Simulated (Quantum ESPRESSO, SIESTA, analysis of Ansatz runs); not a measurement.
# H_i (bond centre, by P) in BP (F-43m): levels and formation energies (SIESTA)

Question: at which Fermi levels does H_i (bond centre, by P) in BP (F-43m) change its charge? Model: a cell of 54 host atoms with 1 H put in.

Program: SIESTA 5.4.2. Level of theory: SIESTA numerical-orbital DFT, PBEsol, DZP basis, PseudoDojo 0.4.1 potentials converted to PSML; charged supercells in a uniform background, point-charge correction with alignment at far sites. Results are calculated unless marked as measured.

## Step 1: The structure

The cell holds 55 atoms: 27 B, 27 P and 1 H. Cell: a = 9.661 Å, b = 9.661 Å, c = 9.661 Å, α = 60.0°, β = 60.0°, γ = 60.0°. It derives from BP (space group F-43m). Nearest the centre at fractional (0.292, 0.625, 0.625): H55 at 0.00 Å, B35 at 0.99 Å, P10 at 0.99 Å, P28 at 2.48 Å, P16 at 2.48 Å, P12 at 2.48 Å, B29 at 2.48 Å, B33 at 2.48 Å.

Structure file:

```xyz
55
Lattice="0.0000 6.8314 6.8314 6.8314 0.0000 6.8314 6.8314 6.8314 0.0000" Properties=species:S:1:pos:R:3 pbc="T T T"
B     0.0000    0.0000    0.0000
P     3.4157    3.4157    3.4157
B     2.2771    2.2771    0.0000
P     5.6928    5.6928    3.4157
B     4.5542    4.5542    0.0000
P     7.9699    7.9699    3.4157
B     2.2771    0.0000    2.2771
P     5.6928    3.4157    5.6928
B     4.5542    2.2771    2.2771
P     7.9699    5.6928    5.6928
B     6.8313    4.5542    2.2771
P    10.2470    7.9699    5.6928
B     4.5542    0.0000    4.5542
P     7.9699    3.4157    7.9699
B     6.8313    2.2771    4.5542
P    10.2470    5.6928    7.9699
B     9.1085    4.5542    4.5542
P    12.5242    7.9699    7.9699
B     0.0000    2.2771    2.2771
P     3.4157    5.6928    5.6928
B     2.2771    4.5542    2.2771
P     5.6928    7.9699    5.6928
B     4.5542    6.8313    2.2771
P     7.9699   10.2470    5.6928
B     2.2771    2.2771    4.5542
P     5.6928    5.6928    7.9699
B     4.5542    4.5542    4.5542
P     7.9699    7.9699    7.9699
B     6.8313    6.8313    4.5542
P    10.2470   10.2470    7.9699
B     4.5542    2.2771    6.8313
P     7.9699    5.6928   10.2470
B     6.8313    4.5542    6.8313
P    10.2470    7.9699   10.2470
B     9.1084    6.8313    6.8313
P    12.5242   10.2470   10.2470
B     0.0000    4.5542    4.5542
P     3.4157    7.9699    7.9699
B     2.2771    6.8313    4.5542
P     5.6928   10.2470    7.9699
B     4.5542    9.1085    4.5542
P     7.9699   12.5242    7.9699
B     2.2771    4.5542    6.8313
P     5.6928    7.9699   10.2470
B     4.5542    6.8313    6.8313
P     7.9699   10.2470   10.2470
B     6.8313    9.1084    6.8313
P    10.2470   12.5242   10.2470
B     4.5542    4.5542    9.1085
P     7.9699    7.9699   12.5242
B     6.8313    6.8313    9.1084
P    10.2470   10.2470   12.5242
B     9.1084    9.1084    9.1084
P    12.5242   12.5242   12.5242
H     8.5392    6.2621    6.2621
```

Known beforehand: the electronic dielectric constant, 9.44, and the static one, 9.57, from a response run on this crystal (DFPT, PBEsol, Quantum ESPRESSO) at that run's own cell.

The cell's shortest repeat is 9.7 Å.

The primitive cell was relaxed at this level beforehand, to 23.61 Å³.

The defect-free supercell was relaxed beforehand, from displaced atoms: they ended at most 0.01 Å from the sites they started about, so the symmetric structure holds.

## Step 2: Band edges

Levels are counted from the valence top, which comes from the unit cell, dense mesh; the energy of the host comes from the defect-free supercell at the defects' own k-points, so that the host's part of the sampling error cancels.

The input, host.fdf:

```
SystemName                      BP
SystemLabel                     host
NumberOfSpecies                 2
NumberOfAtoms                   2
%block ChemicalSpeciesLabel
  1    5 B
  2   15 P
%endblock ChemicalSpeciesLabel
LatticeConstant                 1.0 Ang
%block LatticeVectors
    -0.000003000     2.277117000     2.277117000
     2.277117000    -0.000003000     2.277117000
     2.277117000     2.277117000    -0.000003000
%endblock LatticeVectors
AtomicCoordinatesFormat         Fractional
%block AtomicCoordinatesAndAtomicSpecies
    -0.000003733    -0.000003733    -0.000003733  1
     0.750003678     0.750003678     0.750003678  2
%endblock AtomicCoordinatesAndAtomicSpecies
%block kgrid.MonkhorstPack
   12   0   0  0.00
    0  12   0  0.00
    0   0  12  0.00
%endblock kgrid.MonkhorstPack
XC.Functional                   GGA
XC.Authors                      PBEsol
PAO.BasisSize                   DZP
PAO.EnergyShift                 0.005 Ry
Mesh.Cutoff                     300 Ry
OccupationFunction              FD
ElectronicTemperature           0.01 eV
MaxSCFIterations                150
SCF.MustConverge                true
SCF.Mixer.Method                Pulay
SCF.Mixer.Weight                0.2
SCF.Mixer.History               10
SCF.DM.Tolerance                1.0e-4
SCF.H.Tolerance                 1.0e-3 eV
WriteForces                     true
Charge.Mulliken                 end
```

Started as:

```bash
$ OMP_NUM_THREADS=1 siesta host.fdf > host.out
```

The program printed:

```text
Version         : 5.4.2

                           ***********************
                           *  WELCOME TO SIESTA  *
                           ***********************

[...]
reinit: Reading from file host.fdf

reinit: -----------------------------------------------------------------------
reinit: System Name: BP
reinit: -----------------------------------------------------------------------
reinit: System Label: host
reinit: -----------------------------------------------------------------------

initatom: Reading input for the pseudopotentials and atomic orbitals ----------
Species number:   1 Atomic number:    5 Label: B
Species number:   2 Atomic number:   15 Label: P

[... pseudopotential checks and orbital generation ...]

prinput: Basis input

PAO.BasisType split

%block ChemicalSpeciesLabel
    1    5 B                       # Species index, atomic number, species label
    2   15 P                       # Species index, atomic number, species label
%endblock ChemicalSpeciesLabel

%block PAO.Basis                 # Define Basis set
# WARNING: This information might be incomplete!
[...]
(Free)E + p*V (eV/cell)     -268.8399
Target enthalpy (eV/cell)     -268.8331
[...]
siesta: Final energy (eV):
siesta:  Band Struct. =     -95.648576
siesta:       Kinetic =     123.568275
siesta:       Hartree =      16.654660
siesta:         Exch. =     -78.793636
siesta:         Corr. =     -10.728831
siesta:   Exch.-corr. =     -89.522468
siesta:  Ion-electron =    -151.401772
siesta:       Ion-ion =    -168.131831
siesta:         Total =    -268.833135
siesta:         Fermi =      -4.924779
[...]
siesta: Stress tensor (static) (eV/Ang**3):
siesta:     0.000284   -0.000013   -0.000013
siesta:    -0.000013    0.000284   -0.000013
siesta:    -0.000013   -0.000013    0.000284
[...]
siesta: Cell volume =         23.614942 Ang**3
[...]
siesta: Pressure (static):
siesta:                Solid            Molecule  Units
siesta:          -0.00000310         -0.00000195  Ry/Bohr**3
siesta:          -0.00028447         -0.00017932  eV/Ang**3
siesta:          -0.45577181         -0.28729665  kBar
[...]
mulliken: Qtot =        8.000

Mulliken Atomic Populations:
Atom #   charge [q] valence [e]  Species
     1    -0.480469    3.480469  B
     2     0.480469    4.519531  P
 Total     0.000000

Job completed
```

The job ended after 22 s (1 MPI rank of Arm Neoverse V2, shared host; peak memory 0.19 GiB).

The gap at this level is 1.15 eV.

Test of the sampling: at one point at (¼, ¼, ¼) the host's energy lies 152 meV an atom above its value on the primitive cell's dense mesh, too far, so all defect runs take a 2×2×2 mesh.

## Step 3: Relaxing each charge state

Each state starts from the atoms near the defect displaced at random, so that no symmetry of the ideal site is imposed. An odd electron count needs spin polarisation, and the total moment is held fixed to keep the state apart from its neighbours in spin. Charge 0 is shown in full.

The input, defect.fdf:

```
SystemName                      B27P27H
SystemLabel                     defect
NumberOfSpecies                 3
NumberOfAtoms                   55
%block ChemicalSpeciesLabel
  1    5 B
  2   15 P
  3    1 H
%endblock ChemicalSpeciesLabel
LatticeConstant                 1.0 Ang
%block LatticeVectors
    -0.000009000     6.831351000     6.831351000
     6.831351000    -0.000009000     6.831351000
     6.831351000     6.831351000    -0.000009000
%endblock LatticeVectors
AtomicCoordinatesFormat         Fractional
%block AtomicCoordinatesAndAtomicSpecies
    -0.000001244    -0.000001244    -0.000001244  1
     0.250001226     0.250001226     0.250001226  2
    -0.001951194    -0.004334960     0.334102736  1
     0.244824744     0.248463480     0.585724839  2
    -0.000401786     0.004333180     0.668364903  1
     0.254035792     0.244150471     0.916735694  2
    -0.000131044     0.339177544    -0.004093974  1
     0.256296387     0.581810062     0.247271103  2
    -0.000001244     0.333332089     0.333332089  1
     0.248876077     0.577863036     0.586081078  2
    -0.000001244     0.333332089     0.666665422  1
     0.253196904     0.587424462     0.912811733  2
    -0.002088372     0.672830846    -0.003241581  1
     0.245427257     0.921211378     0.252466530  2
    -0.000001244     0.666665422     0.333332089  1
     0.254892789     0.912857200     0.580098052  2
    -0.003053745     0.670575962     0.670017435  1
     0.250001226     0.916667893     0.916667893  2
     0.333332089    -0.000001244    -0.000001244  1
     0.583334559     0.250001226     0.250001226  2
     0.328565452     0.004780565     0.335322487  1
     0.587847630     0.250853943     0.583658315  2
     0.339088205    -0.001284152     0.666524894  1
     0.582470657     0.252378853     0.920708193  2
     0.328606806     0.335943558     0.004386454  1
     0.587642090     0.583076033     0.244319427  2
     0.333332089     0.333332089     0.333332089  1
     0.582341848     0.580532061     0.589563979  2
     0.328070982     0.332105970     0.668615602  1
     0.583334559     0.583334559     0.916667893  2
     0.327139185     0.668087019     0.003336992  1
     0.589492844     0.913756930     0.247402945  2
     0.335239797     0.671458369     0.331483352  1
     0.583334559     0.916667893     0.583334559  2
     0.338280719     0.663152424     0.668750279  1
     0.583334559     0.916667893     0.916667893  2
     0.666665422    -0.000001244    -0.000001244  1
     0.916667893     0.250001226     0.250001226  2
     0.666665422    -0.000001244     0.333332089  1
     0.916667893     0.250001226     0.583334559  2
     0.666665422    -0.000001244     0.666665422  1
     0.916667893     0.250001226     0.916667893  2
     0.666665422     0.333332089    -0.000001244  1
     0.916667893     0.583334559     0.250001226  2
     0.661287401     0.337524190     0.332140324  1
     0.921796624     0.581100232     0.578880231  2
     0.669589805     0.334379039     0.660434956  1
     0.918033067     0.581931882     0.911699725  2
     0.666665422     0.666665422    -0.000001244  1
     0.916667893     0.916667893     0.250001226  2
     0.668003532     0.666023273     0.327928145  1
     0.918098471     0.920931072     0.577560241  2
     0.661437362     0.669677643     0.670485302  1
     0.917530607     0.919549467     0.910464875  2
     0.296142947     0.627454398     0.620212422  3
%endblock AtomicCoordinatesAndAtomicSpecies
%block kgrid.MonkhorstPack
    2   0   0  0.50
    0   2   0  0.50
    0   0   2  0.50
%endblock kgrid.MonkhorstPack
XC.Functional                   GGA
XC.Authors                      PBEsol
PAO.BasisSize                   DZP
PAO.EnergyShift                 0.005 Ry
Mesh.Cutoff                     300 Ry
Spin                            polarized
%block DM.InitSpin
    10   0.200
    12   0.200
    28   0.200
    35   0.200
    55   0.200
%endblock DM.InitSpin
Spin.Fix                        true
Spin.Total                      1.0
OccupationFunction              FD
ElectronicTemperature           0.01 eV
MaxSCFIterations                150
SCF.MustConverge                true
SCF.Mixer.Method                Pulay
SCF.Mixer.Weight                0.1
SCF.Mixer.History               10
SCF.DM.Tolerance                3.0e-4
SCF.H.Tolerance                 3.0e-3 eV
WriteForces                     true
Charge.Mulliken                 end
SaveRho                         true
SaveElectrostaticPotential      true
Charge.Hirshfeld                end
Charge.Voronoi                  end
MD.TypeOfRun                    Broyden
MD.Steps                        90
MD.MaxForceTol                  0.04 eV/Ang
MD.MaxDispl                     0.15 Ang
WriteCoorStep                   true
AtomCoorFormatOut               Fractional
```

Started as:

```bash
$ OMP_NUM_THREADS=1 siesta defect.fdf > defect.out
```

The program printed:

```text
Version         : 5.4.2

                           ***********************
                           *  WELCOME TO SIESTA  *
                           ***********************

[...]
reinit: Reading from file defect.fdf

reinit: -----------------------------------------------------------------------
reinit: System Name: B27P27H
reinit: -----------------------------------------------------------------------
reinit: System Label: defect
reinit: -----------------------------------------------------------------------

[...]
initatom: Reading input for the pseudopotentials and atomic orbitals ----------
Species number:   1 Atomic number:    5 Label: B
Species number:   2 Atomic number:   15 Label: P
Species number:   3 Atomic number:    1 Label: H

[... pseudopotential checks and orbital generation ...]

prinput: Basis input

PAO.BasisType split

%block ChemicalSpeciesLabel
    1    5 B                       # Species index, atomic number, species label
    2   15 P                       # Species index, atomic number, species label
    3    1 H                       # Species index, atomic number, species label
%endblock ChemicalSpeciesLabel

%block PAO.Basis                 # Define Basis set
# WARNING: This information might be incomplete!
B                     2                    # Species label, number of l-shells
 n=2   0   2                         # n, l, Nzeta
   5.715      3.824
   1.000      1.000
 n=2   1   2 P   1                   # n, l, Nzeta, Polarization, NzetaPol
   7.067      4.748
   1.000      1.000
P                     2                    # Species label, number of l-shells
 n=3   0   2                         # n, l, Nzeta
   5.233      3.525
   1.000      1.000
 n=3   1   2 P   1                   # n, l, Nzeta, Polarization, NzetaPol
[...]
H                     1                    # Species label, number of l-shells
 n=1   0   2 P   1                   # n, l, Nzeta, Polarization, NzetaPol
[...]
%endblock PAO.Basis

prinput: ----------------------------------------------------------------------

coor:   Atomic-coordinates input format  =     Fractional

[...]
siesta: System type = bulk

initatomlists: Number of atoms, orbitals, and projectors:     55   707   707

[... echo of the settings ...]

siesta: k-grid: Number of k-points = 4
siesta: k-points from Monkhorst-Pack grid
siesta: k-cutoff (effective) =     9.661 Ang
siesta: k-point supercell and displacements
siesta: k-grid:     2     0     0      0.500
siesta: k-grid:     0     2     0      0.500
siesta: k-grid:     0     0     2      0.500

diag: Algorithm                                     = D&C
diag: Absolute tolerance                            =  0.100E-15
diag: Orthogonalization factor                      =  0.100E-05

superc: Internal auxiliary supercell:     3 x     3 x     3  =      27
superc: Number of atoms, orbitals, and projectors:   1485  19089  19089

                     ====================================
                        Begin Broyden opt. move =      0
                     ====================================

[...]
superc: Internal auxiliary supercell:     3 x     3 x     3  =      27
superc: Number of atoms, orbitals, and projectors:   1485  19089  19089

outcell: Unit cell vectors (Ang):
       -0.000009    6.831351    6.831351
        6.831351   -0.000009    6.831351
        6.831351    6.831351   -0.000009

outcell: Cell vector modules (Ang)   :    9.660989    9.660989    9.660989
outcell: Cell angles (23,13,12) (deg):     60.0001     60.0001     60.0001
outcell: Cell volume (Ang**3)        :    637.6034
[...]
Initializing Density Matrix...

[...]
DM filled with atomic data (user-defined):

InitMesh: MESH = 90 x 90 x 90 = 729000
InitMesh: Mesh cutoff (required, used) =   300.000   359.778 Ry

[...]
iscf     Eharris(eV)        E_KS(eV)     FreeEng(eV)     dDmax     Ef_up Ef_dn(eV) dHmax(eV)
   scf:    1    -7089.493208    -7250.726350    -7250.729259  0.917284 -4.274900 -4.664613  2.988559
[...]
DM extrapolation coefficients:
1   1.00000
New DM after history re-use:

[...]
iscf     Eharris(eV)        E_KS(eV)     FreeEng(eV)     dDmax     Ef_up Ef_dn(eV) dHmax(eV)
[...]
scf:    2    -7271.396201    -7271.398813    -7271.398813  0.000403 -4.277425 -4.791568  0.088240
[...]
scf:    3    -7271.400253    -7271.400000    -7271.400000  0.000315 -4.277891 -4.792058  0.002056
[...]
scf:    4    -7271.400003    -7271.400002    -7271.400002  0.000017 -4.277882 -4.792044  0.000778
     spin moment: {S} , |S| = {        0.0        0.0    1.00000 }     1.00000

SCF Convergence by DM+H criterion
[...]
SCF cycle converged after 4 iterations

[...]
siesta: E_KS(eV) =            -7271.4000

siesta: Atomic forces (eV/Ang):
     1   -0.000924    0.010269    0.001599
     2   -0.010598   -0.010970   -0.001396
     3    0.000491    0.007613   -0.008415
     4   -0.008123   -0.015367    0.000658
     5    0.003936    0.008355   -0.006866
     6   -0.007877   -0.001962    0.008555
[...]
53    0.008503   -0.002375    0.002202
    54    0.002850    0.012753   -0.001748
    55    0.004375    0.001218   -0.024685
   Tot   -0.001167   -0.001693   -0.002406
   Max    0.024685
   Res    0.006453    sqrt( Sum f_i^2 / 3N )
   Max    0.024685    constrained

Stress tensor Voigt[x,y,z,yz,xz,xy] (kbar):      -17.72      -17.75      -18.19       -7.46       -7.43       -7.04
[...]
outcoor: Relaxed atomic coordinates (fractional):
    0.00007437    0.00070471   -0.00028345   1       1  B
    0.25026636    0.24979661    0.24969657   2       2  P
    0.00007609    0.00059080    0.33276266   1       3  B
    0.25009187    0.24771408    0.58343542   2       4  P
    0.00114698   -0.00022659    0.66658023   1       5  B
    0.24944479    0.25077036    0.91688201   2       6  P
   -0.00034300    0.33397679   -0.00033774   1       7  B
    0.24989455    0.58329682    0.24673953   2       8  P
    0.00010418    0.33392221    0.33292491   1       9  B
    0.22931640    0.56269010    0.56256883   2      10  P
   -0.00018026    0.33329921    0.66685543   1      11  B
    0.25042987    0.58391357    0.92087080   2      12  P
[...]
0.66694640    0.66702449    0.00040738   1      49  B
    0.91670483    0.91719045    0.24943125   2      50  P
    0.66615229    0.66759854    0.33358802   1      51  B
    0.91757346    0.91719599    0.58247613   2      52  P
    0.66850795    0.66746944    0.66705937   1      53  B
    0.91680167    0.91745258    0.91614676   2      54  P
    0.30037355    0.63340758    0.61840835   3      55  H

[...]
siesta: Final energy (eV):
siesta:  Band Struct. =   -2604.047568
siesta:       Kinetic =    3363.585803
siesta:       Hartree =     459.378340
[...]
siesta:         Exch. =   -2139.286736
siesta:         Corr. =    -291.072686
[...]
siesta:   Exch.-corr. =   -2430.359422
siesta:  Ion-electron =   -4138.821147
siesta:       Ion-ion =   -4525.183576
[...]
siesta:         Total =   -7271.400002
siesta:      Fermi_up =      -4.277882
siesta:      Fermi_dn =      -4.792044

siesta: Stress tensor (static) (eV/Ang**3):
siesta:    -0.011059   -0.004396   -0.004639
siesta:    -0.004396   -0.011079   -0.004654
siesta:    -0.004639   -0.004654   -0.011351

siesta: Cell volume =        637.603445 Ang**3

siesta: Pressure (static):
siesta:                Solid            Molecule  Units
siesta:           0.00012158          0.00011962  Ry/Bohr**3
siesta:           0.01116331          0.01098305  eV/Ang**3
siesta:          17.88558800         17.59678891  kBar

[...]
mulliken: Qtot =      109.000

[...]
mulliken: Qtot =      108.000

Mulliken Atomic Populations:
Atom #   charge [q] valence [e]      Sz [e]  Species
     1    -0.486983    3.486983    0.001900  B
     2     0.473289    4.526711    0.003039  P
     3    -0.485404    3.485404    0.003767  B
     4     0.498217    4.501783    0.037962  P
     5    -0.481968    3.481968    0.003555  B
     6     0.476095    4.523905    0.011501  P
     7    -0.485660    3.485660    0.003822  B
     8     0.498929    4.501071    0.036050  P
     9    -0.491499    3.491499    0.001997  B
    10     0.536992    4.463008    0.358421  P
    11    -0.479888    3.479888    0.003900  B
    12     0.503408    4.496592    0.014818  P
[...]
49    -0.472740    3.472740    0.003376  B
    50     0.480429    4.519571    0.005698  P
    51    -0.483291    3.483291    0.003490  B
    52     0.474970    4.525030    0.011941  P
    53    -0.478905    3.478905    0.027418  B
    54     0.479140    4.520860    0.002878  P
    55    -0.050233    1.050233    0.016975  H
 Total    -0.000000                1.000000

[...]
Job completed
```

Elapsed: 67 min, on 1 MPI rank; peak memory 1.4 GiB.

The steps and moves of this run count from the displaced start.

(Continued in part 2 of 2.)

[Logs are printed without paths, hosts, clocks, repeated set-up lines and the standing remarks that a program may print on its own settings, such as how far it seeks lower states.]

[Hosts, paths, dates, database ids (printed as entryN), source tags and the programs' standing remarks are cut or masked in the printed files.]

[For some hosts the program warned that the k-mesh of the response run may be too coarse for force constants and the static dielectric constant; such warnings are not shown here.]

[Charge tables in the logs are Mulliken or Hirshfeld populations, whose sizes and signs can differ; where basis functions stand at a vacancy, SIESTA counts their charge against the missing atom's valence.]

[In relaxation paths of CP2K, step 0 can be the structure after the first move, since the trajectory file begins there, and the last row can be the final structure solved once more.]
